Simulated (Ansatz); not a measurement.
# Dielectric response of NaH (001) films, part 3 of 5

Aim: the electronic and static ε of rocksalt NaH (001) from films of three thicknesses in a field.

Ansatz 0.2.0; plane-wave DFT, PBE, Ansatz PAW (the session's first sound run).

So far. Step 6 (Response with the atoms held, 6 atoms, units 3): The induced dipole is that of a conductor 5.56 Å thick. Step 7 (Field on, atoms free, 6 atoms, field 0.05 V/Å): The dipole is 0.0247 e·Å, and the gap on the mesh 3.198 eV.

### Step 8. Field on, atoms free, 6 atoms, field -0.05 V/Å

The opposite sign, again from the field-free geometry; the difference of the two cancels what relaxes without a field.

input.yaml

```yaml
crystal:
  lattice:
    - [3.45068109, 0.0, 0.0]
    - [0.0, 3.45068109, 0.0]
    - [0.0, 0.0, 22.88]
  atoms:
    - { symbol: Na, position: [0.5, 0.5, 0.3957811853] }
    - { symbol: H, position: [0.0, 0.0, 0.394595971] }
    - { symbol: Na, position: [0.0, 0.0, 0.5000000011] }
    - { symbol: H, position: [0.5, 0.5, 0.4999999991] }
    - { symbol: Na, position: [0.5, 0.5, 0.6042188166] }
    - { symbol: H, position: [0.0, 0.0, 0.6054040271] }
kpoints:
  mp_grid: { grid: [8, 8, 1] }
hamiltonian:
  xc: pbe
scf:
  occupations: { method: fixed }
  convergence: { dr2_threshold: 1.0e-10 }
efield:
  axis: 3
  dipole_correction: true
  ramp_position: 0.97
  ramp_width: 0.06
  amplitude: -0.05
relax:
  f_tol: 0.0006
  max_steps: 70
output:
  write_potential: true
  write_density: true
  volumetric_format: npy
```

Launch:

```console
> ansatz run input.yaml --threads 8 --pin off --max-ram 12288MiB --backend cpu --events-out ev --progress --plain --runs-dir out
```

Numbers of over 12 decimals in the logs are rounded to 6 here.

Log:

```text
[...]
Crystal: 6 atoms, lattice volume = 272.437 Å³
Basis set: ecut = 420 eV, 5297 PW (Γ), exchange–correlation on 48×48×320 points (8 copies of the dense FFT grid, shifted against one another)
Bands: 21, of which v1, the nominal top of the filled ones, is band 15 counted from 1 (14 counted from 0)
Symmetry: 8 space group operations
k-points: 15 of 64
[...]
--- Relaxed structure (5 steps of the walk, 3 accepted, 0 SCFs on fresh bases) ---
  F+E_penalty+E_count = -4507.72834969 eV   max|allowed force component| = 3.879e-5 eV/Å
  atoms:
    - { symbol: Na, position: [0.5, 0.5, 0.395666] }
    - { symbol: H, position: [0, 0.0, 0.394824] }
    - { symbol: Na, position: [0, 0.0, 0.499883] }
    - { symbol: H, position: [0.5, 0.5, 0.500085] }
    - { symbol: Na, position: [0.5, 0.5, 0.604009] }
    - { symbol: H, position: [0, 0.0, 0.605532] }
[key lines of the parts left out:]
SCF converged after 6 iterations
Free energy (F): -4507.728350 eV
Fermi energy:    -2.550755 eV
Dipole field:    D = -0.016401 V/Å  (p = -0.024693 e·Å, saw-weighted, corrected)
```

Wall time 6.3 s (8 threads of Arm Neoverse N1, shared host); peak memory 0.61 GiB.

Relaxation path:

```
step  energy less that of the first step (eV)  largest force component (eV/Å)
   1                                   0.0000                          0.0168
   2                                   0.0009                          0.0460
   3                                  -0.0002                          0.0009
   4                                  -0.0001                          0.0070
   5                                  -0.0002                          0.0000
```

Relaxation steps 2, 4 were tried and not accepted.

The run keeps the 8 symmetry operations that it works with, so distortions that break them were not tested.

The relaxed structure:

```xyz
6
Lattice="3.4507 0.0000 0.0000 0.0000 3.4507 0.0000 0.0000 0.0000 22.8800" Properties=species:S:1:pos:R:3
Na    1.7253    1.7253    9.0528
H     0.0000    0.0000    9.0336
Na    0.0000    0.0000   11.4373
H     1.7253    1.7253   11.4419
Na    1.7253    1.7253   13.8197
H     0.0000    0.0000   13.8546
```

The relaxation took 5 steps and lowered the energy by 1.6e-4 eV; the largest force on the free atoms ends at 3.9e-5 eV/Å.

The dipole is -0.0247 e·Å, and the gap on the mesh 3.197 eV.

### Step 9. Response with the atoms relaxed, 6 atoms, units 3

This step: plane-wave DFT, PBE, Ansatz PAW; response to a field along the normal, atoms relaxed (Ansatz 0.2.0).

The two relaxed runs give the static response.

This step gave:

```yaml
equivalent_conductor_thickness_p_eps_0ae: 7.507 Å
distance_between_the_outer_atoms: 4.821 Å
```

Local field over the applied field, running mean. From the potentials at -0.05 and 0.05 V/Å; running mean over 2.44 Å, taken twice. The local field over applied field by z:

z (Å), local field over applied field and a bar from the least value:
```
      4.5      0.996 ##############################
      5.0      0.989 ##############################
      5.5      0.974 #############################
      6.0      0.945 ############################
      6.5      0.892 ###########################
      7.0      0.744 ######################
      7.5      0.536 ################
      8.0      0.341 ###########
      8.5      0.164 #####
      9.0      0.022 #
      9.5     -0.007 
     10.0      0.039 ##
     10.5      0.079 ###
     11.0      0.117 ####
     11.5      0.124 ####
     12.0      0.108 ####
     12.5      0.069 ##
     13.0      0.029 #
     13.5     -0.014 
     14.0      0.046 ##
     14.5      0.206 #######
     15.0      0.387 ############
     15.5      0.584 ##################
     16.0      0.790 ########################
     16.5      0.913 ############################
     17.0      0.953 #############################
     17.5      0.979 #############################
     18.0      0.991 ##############################
     18.5      0.997 ##############################
```

The induced dipole is that of a conductor 7.51 Å thick.

### Step 10. Relaxation, 10 atoms, units 5

This step: plane-wave DFT, PBE, Ansatz PAW (Ansatz 0.2.0).

System of this step: NaH (001), 5 units. The cell holds 10 atoms: 5 Na and 5 H. Cell: a = 3.451 Å, b = 3.451 Å, c = 27.760 Å, α = 90.0°, β = 90.0°, γ = 90.0°. It derives from NaH (rocksalt NaH). Vacuum lies along c.

The next thickness, treated alike, so that differences show the interior and the faces cancel.

input.yaml

```yaml
crystal:
  lattice:
    - [3.45068109, 0.0, 0.0]
    - [0.0, 3.45068109, 0.0]
    - [0.0, 0.0, 27.76]
  atoms:
    - { symbol: Na, position: [0.5, 0.5, 0.3242074928] }
    - { symbol: H, position: [0.0, 0.0, 0.3242074928] }
    - { symbol: Na, position: [0.0, 0.0, 0.4121037464] }
    - { symbol: H, position: [0.5, 0.5, 0.4121037464] }
    - { symbol: Na, position: [0.5, 0.5, 0.5] }
    - { symbol: H, position: [0.0, 0.0, 0.5] }
    - { symbol: Na, position: [0.0, 0.0, 0.5878962536] }
    - { symbol: H, position: [0.5, 0.5, 0.5878962536] }
    - { symbol: Na, position: [0.5, 0.5, 0.6757925072] }
    - { symbol: H, position: [0.0, 0.0, 0.6757925072] }
kpoints:
  mp_grid: { grid: [8, 8, 1] }
hamiltonian:
  xc: pbe
scf:
  occupations: { method: fixed }
  convergence: { dr2_threshold: 1.0e-09 }
efield:
  axis: 3
  dipole_correction: true
  ramp_position: 0.97
  ramp_width: 0.06
relax:
  f_tol: 0.003
  max_steps: 100
output:
  write_potential: true
  write_density: true
  volumetric_format: npy
```

Log:

```text
[...]
Crystal: 10 atoms, lattice volume = 330.544 Å³
Basis set: ecut = 420 eV, 6433 PW (Γ), exchange–correlation on 48×48×384 points (8 copies of the dense FFT grid, shifted against one another)
Bands: 35, of which v1, the nominal top of the filled ones, is band 25 counted from 1 (24 counted from 0)
Symmetry: 8 space group operations
k-points: 15 of 64
[...]
- { symbol: H, position: [0, 0.0, 0.326639] }
    - { symbol: Na, position: [0, 0.0, 0.413439] }
    - { symbol: H, position: [0.5, 0.5, 0.413527] }
    - { symbol: Na, position: [0.5, 0.5, 0.500000] }
    - { symbol: H, position: [0, 0.0, 0.500000] }
    - { symbol: Na, position: [0, 0.0, 0.586561] }
    - { symbol: H, position: [0.5, 0.5, 0.586472] }
    - { symbol: Na, position: [0.5, 0.5, 0.672372] }
    - { symbol: H, position: [0, 0.0, 0.673361] }
[key lines of the parts left out:]
SCF converged after 5 iterations
Free energy (F): -7513.087362 eV
Fermi energy:    -1.982818 eV
Dipole field:    D = 0.000000 V/Å  (p = 0.000000 e·Å, saw-weighted, corrected)
Work function:   Φ+ = 4.2226 eV   Φ− = 4.2225 eV
```

The job ended after 11 s (8 threads; peak memory 0.81 GiB).

Step by step:

```
step  energy less that of the first step (eV)  largest force component (eV/Å)
   1                                   0.0000                          0.0839
   2                                   0.0165                          0.1962
   3                                  -0.0055                          0.0164
   4                                  -0.0060                          0.0046
   5                                  -0.0061                          0.0002
```

Relaxation step 2 was tried and not accepted.

The run keeps the 8 symmetry operations that it works with, so distortions that break them were not tested.

The atoms that moved most (Å):

```
atom     dx     dy      dz  length
 Na1  0.000  0.000   0.095   0.095
 Na9  0.000  0.000  -0.095   0.095
 H10  0.000  0.000  -0.067   0.067
  H2  0.000  0.000   0.067   0.067
  H8  0.000  0.000  -0.040   0.040
  H4  0.000  0.000   0.040   0.040
 Na3  0.000  0.000   0.037   0.037
 Na7  0.000  0.000  -0.037   0.037
```

The relaxation took 5 steps and lowered the energy by 0.0061 eV; the largest force on the free atoms ends at 2.2e-4 eV/Å.

The gap is 3.33 eV, with the valence edge 4.22 eV and the conduction edge 0.89 eV under the upper vacuum level.

### Step 11. The relaxed film, single point, 10 atoms, units 5

The next thickness, treated alike, so that differences show the interior and the faces cancel.

input.yaml, the sections that differ from step 10:

```yaml
crystal:
  lattice:
    - [3.45068109, 0.0, 0.0]
    - [0.0, 3.45068109, 0.0]
    - [0.0, 0.0, 27.76]
  atoms:
    - { symbol: Na, position: [0.5, 0.5, 0.3276277671] }
    - { symbol: H, position: [0.0, 0.0, 0.3266385976] }
    - { symbol: Na, position: [0.0, 0.0, 0.4134388054] }
    - { symbol: H, position: [0.5, 0.5, 0.413527499] }
    - { symbol: Na, position: [0.5, 0.5, 0.500000001] }
    - { symbol: H, position: [0.0, 0.0, 0.4999999988] }
    - { symbol: Na, position: [0.0, 0.0, 0.5865611968] }
    - { symbol: H, position: [0.5, 0.5, 0.5864724996] }
    - { symbol: Na, position: [0.5, 0.5, 0.6723722335] }
    - { symbol: H, position: [0.0, 0.0, 0.6733614011] }
output:
  eigenvalues: true
  write_potential: true
  write_density: true
  volumetric_format: npy
  elf: true
# kpoints, hamiltonian, scf, efield: as in step 10
# relax: removed
```

Log:

```text
[...]
Crystal: 10 atoms, lattice volume = 330.544 Å³
Basis set: ecut = 420 eV, 6433 PW (Γ)
Bands: 35, of which v1, the nominal top of the filled ones, is band 25 counted from 1 (24 counted from 0)
Symmetry: 8 space group operations
k-points: 15 of 64
[...]
k-point 1: bands = [... 21 lower, -4.8756, -4.1256, -3.2823, -2.5510, 1.5264, 1.5546, 2.6171, 3.0218, ... 6 higher]
  k-point 2: bands = [... 21 lower, -4.4013, -3.7082, -2.9818, -2.4372, 1.9596, 1.9865, 3.0839, 3.1299, ... 6 higher]
  k-point 14: bands = [... 21 lower, -2.2709, -2.2214, -2.0014, -1.9829, 2.5606, 2.5606, 3.0565, 3.0565, ... 6 higher]
[key lines of the parts left out:]
SCF converged after 7 iterations
Free energy (F): -7513.087345 eV
Fermi energy:    -1.982904 eV
Dipole field:    D = 0.000000 V/Å  (p = 0.000000 e·Å, saw-weighted, corrected)
Work function:   Φ+ = 4.2226 eV   Φ− = 4.2225 eV
```

Run time: 3.8 s. Hardware: 8 threads; peak memory 0.82 GiB.

The gap is 3.33 eV, with the valence edge 4.22 eV and the conduction edge 0.89 eV under the upper vacuum level.

### Step 12. Single point, 10 atoms, units 5, field 0.1 V/Å

Changes to input.yaml since step 11:

```diff
@@ -22,3 +22,3 @@
   occupations: { method: fixed }
-  convergence: { dr2_threshold: 1.0e-09 }
+  convergence: { dr2_threshold: 1.0e-10 }
 efield:
@@ -28,4 +28,4 @@
   ramp_width: 0.06
+  amplitude: 0.1
 output:
-  eigenvalues: true
   write_potential: true
@@ -33,2 +33 @@
   volumetric_format: npy
-  elf: true
```

Log:

```text
[...]
Crystal: 10 atoms, lattice volume = 330.544 Å³
Basis set: ecut = 420 eV, 6433 PW (Γ)
Bands: 35, of which v1, the nominal top of the filled ones, is band 25 counted from 1 (24 counted from 0)
Symmetry: 8 space group operations
k-points: 15 of 64
[...]
k-point 0: bands = [... 21 lower, -5.0397, -4.2770, -3.4045, -2.6129, 1.0506, 1.6678, 2.1169, 2.9854, ... 6 higher]
  k-point 1: bands = [... 21 lower, -4.8741, -4.1264, -3.2841, -2.5415, 1.2215, 1.8330, 2.3009, 3.1425, ... 6 higher]
  k-point 2: bands = [... 21 lower, -4.4000, -3.7098, -2.9858, -2.4241, 1.6772, 2.2470, 2.8174, 3.0799, ... 6 higher]
  k-point 14: bands = [... 21 lower, -2.2788, -2.1788, -2.1358, -1.8435, 2.5467, 2.5467, 3.0592, 3.0592, ... 6 higher]
[key lines of the parts left out:]
SCF converged after 11 iterations
Free energy (F): -7513.090248 eV
Fermi energy:    -1.843541 eV
Dipole field:    D = 0.031782 V/Å  (p = 0.058056 e·Å, saw-weighted, corrected)
```

Elapsed: 4.3 s, on 8 threads; peak memory 0.8 GiB.

The dipole is 0.0581 e·Å, and the gap on the mesh 2.894 eV.

### Step 13. Atoms held, 10 atoms, units 5, field -0.1 V/Å

Changes to input.yaml since step 12:

```diff
@@ -28,3 +28,3 @@
   ramp_width: 0.06
-  amplitude: 0.1
+  amplitude: -0.1
 output:
```

Log:

```text
[...]
Crystal: 10 atoms, lattice volume = 330.544 Å³
Basis set: ecut = 420 eV, 6433 PW (Γ)
Bands: 35, of which v1, the nominal top of the filled ones, is band 25 counted from 1 (24 counted from 0)
Symmetry: 8 space group operations
k-points: 15 of 64
[...]
k-point 0: bands = [... 21 lower, -5.0397, -4.2770, -3.4045, -2.6129, 1.0505, 1.6678, 2.1169, 2.9854, ... 6 higher]
  k-point 1: bands = [... 21 lower, -4.8741, -4.1264, -3.2841, -2.5415, 1.2215, 1.8330, 2.3009, 3.1425, ... 6 higher]
  k-point 2: bands = [... 21 lower, -4.4000, -3.7098, -2.9858, -2.4241, 1.6772, 2.2470, 2.8174, 3.0799, ... 6 higher]
  k-point 14: bands = [... 21 lower, -2.2788, -2.1788, -2.1358, -1.8435, 2.5467, 2.5467, 3.0592, 3.0592, ... 6 higher]
[key lines of the parts left out:]
SCF converged after 11 iterations
Free energy (F): -7513.090248 eV
Fermi energy:    -1.843539 eV
Dipole field:    D = -0.031782 V/Å  (p = -0.058057 e·Å, saw-weighted, corrected)
```

Run time: 4.2 s. Hardware: 8 threads; peak memory 0.79 GiB.

The dipole is -0.0581 e·Å, and the gap on the mesh 2.894 eV.

### Step 14. Response with the atoms held, 10 atoms, units 5

This step: plane-wave DFT, PBE, Ansatz PAW; response to a field along the normal, atoms held (Ansatz 0.2.0).

Local field over the applied field, running mean. From the potentials at -0.1 and 0.1 V/Å; running mean over 2.44 Å, taken twice. Table of local field over applied field by z:

```
z (Å)  local field over applied field
  4.5                           0.995
  5.0                           0.988
  5.5                           0.971
  6.0                           0.937
  6.5                           0.875
  7.0                           0.781
  7.5                           0.662
  8.0                           0.538
  8.5                           0.430
  9.0                           0.352
  9.5                           0.312
 10.0                           0.300
 10.5                           0.304
 11.0                           0.311
 11.5                           0.316
 12.0                           0.319
 12.5                           0.321
 13.0                           0.321
 13.5                           0.322
 14.0                           0.322
 14.5                           0.322
 15.0                           0.321
 15.5                           0.320
 16.0                           0.318
 16.5                           0.314
 17.0                           0.308
 17.5                           0.301
 18.0                           0.303
 18.5                           0.326
 19.0                           0.385
 19.5                           0.479
 20.0                           0.597
 20.5                           0.721
 21.0                           0.830
 21.5                           0.909
 22.0                           0.957
 22.5                           0.981
 23.0                           0.992
 23.5                           0.997
```

The induced dipole is that of a conductor 8.82 Å thick.

### Step 15. Field on, atoms free, 10 atoms, units 5, field 0.05 V/Å

This step: plane-wave DFT, PBE, Ansatz PAW (Ansatz 0.2.0).

The same pair of relaxations in the field for this thickness.

Changes to input.yaml since step 13:

```diff
@@ -28,3 +28,6 @@
   ramp_width: 0.06
-  amplitude: -0.1
+  amplitude: 0.05
+relax:
+  f_tol: 0.0006
+  max_steps: 70
 output:
```

Log:

```text
[...]
Crystal: 10 atoms, lattice volume = 330.544 Å³
Basis set: ecut = 420 eV, 6433 PW (Γ), exchange–correlation on 48×48×384 points (8 copies of the dense FFT grid, shifted against one another)
Bands: 35, of which v1, the nominal top of the filled ones, is band 25 counted from 1 (24 counted from 0)
Symmetry: 8 space group operations
k-points: 15 of 64
[...]
- { symbol: Na, position: [0.5, 0.5, 0.327749] }
    - { symbol: H, position: [0, 0.0, 0.326482] }
    - { symbol: Na, position: [0, 0.0, 0.413527] }
    - { symbol: H, position: [0.5, 0.5, 0.413444] }
    - { symbol: Na, position: [0.5, 0.5, 0.500110] }
    - { symbol: H, position: [0, 0.0, 0.499900] }
    - { symbol: Na, position: [0, 0.0, 0.586661] }
    - { symbol: H, position: [0.5, 0.5, 0.586397] }
    - { symbol: Na, position: [0.5, 0.5, 0.672513] }
    - { symbol: H, position: [0, 0.0, 0.673217] }
[key lines of the parts left out:]
SCF converged after 5 iterations
Free energy (F): -7513.088332 eV
Fermi energy:    -1.970498 eV
Dipole field:    D = 0.021247 V/Å  (p = 0.038811 e·Å, saw-weighted, corrected)
```

It took 9.8 s on 8 threads; peak memory 0.8 GiB.

Hardly anything moved in the relaxation; the energy changed by under 0.2 meV an atom.

The relaxation took 4 steps and lowered the energy by 2.4e-4 eV; the largest force on the free atoms ends at 5.6e-4 eV/Å.

The dipole is 0.0388 e·Å, and the gap on the mesh 3.256 eV.

### Step 16. Field on, atoms free, 10 atoms, units 5, field -0.05 V/Å

The opposite sign, again from the field-free geometry; the difference of the two cancels what relaxes without a field.

Changes to input.yaml since step 15:

```diff
@@ -28,3 +28,3 @@
   ramp_width: 0.06
-  amplitude: 0.05
+  amplitude: -0.05
 relax:
```

Log:

```text
[...]
Crystal: 10 atoms, lattice volume = 330.544 Å³
Basis set: ecut = 420 eV, 6433 PW (Γ), exchange–correlation on 48×48×384 points (8 copies of the dense FFT grid, shifted against one another)
Bands: 35, of which v1, the nominal top of the filled ones, is band 25 counted from 1 (24 counted from 0)
Symmetry: 8 space group operations
k-points: 15 of 64
[...]
- { symbol: Na, position: [0.5, 0.5, 0.327492] }
    - { symbol: H, position: [0, 0.0, 0.326783] }
    - { symbol: Na, position: [0, 0.0, 0.413332] }
    - { symbol: H, position: [0.5, 0.5, 0.413605] }
    - { symbol: Na, position: [0.5, 0.5, 0.499896] }
    - { symbol: H, position: [0, 0.0, 0.500095] }
    - { symbol: Na, position: [0, 0.0, 0.586466] }
    - { symbol: H, position: [0.5, 0.5, 0.586557] }
    - { symbol: Na, position: [0.5, 0.5, 0.672255] }
    - { symbol: H, position: [0, 0.0, 0.673519] }
[key lines of the parts left out:]
SCF converged after 5 iterations
Free energy (F): -7513.088332 eV
Fermi energy:    -1.970646 eV
Dipole field:    D = -0.021231 V/Å  (p = -0.038783 e·Å, saw-weighted, corrected)
```

It took 9.7 s on 8 threads; peak memory 0.79 GiB; 72 s of CPU time.

No atom moved by 0.005 Å in the relaxation.

The relaxation took 4 steps and lowered the energy by 2.4e-4 eV; the largest force on the free atoms ends at 2.0e-4 eV/Å.

The dipole is -0.0388 e·Å, and the gap on the mesh 3.256 eV.

### Step 17. Response with the atoms relaxed, 10 atoms, units 5

This step: plane-wave DFT, PBE, Ansatz PAW; response to a field along the normal, atoms relaxed (Ansatz 0.2.0).

Local field over the applied field, running mean. From the potentials at -0.05 and 0.05 V/Å; running mean over 2.44 Å, taken twice. The local field over applied field by z:

```
z (Å)  local field over applied field
    5                           0.990
    6                           0.946
    7                           0.757
    8                           0.357
    9                          0.0348
   10                          0.0310
   11                          0.0987
   12                           0.128
   13                           0.109
   14                          0.0974
   15                           0.113
   16                           0.128
   17                          0.0839
   18                          0.0131
   19                          0.0942
   20                           0.449
   21                           0.836
   22                           0.962
   23                           0.993
```

The induced dipole is that of a conductor 11.79 Å thick.

[end of part 3 of 5]

[Logs are printed without paths, hosts, clocks, repeated set-up lines and the standing remarks that a program may print on its own settings, such as how far it seeks lower states.]

[Hosts, paths, dates, database ids (printed as entryN), source tags and the programs' standing remarks are cut or masked in the printed files.]

[Maps of the electrostatic potential energy from Ansatz leave out the sawtooth potential of an applied field or a dipole correction, so their vacuum need not be flat; planar profiles and work functions include it.]
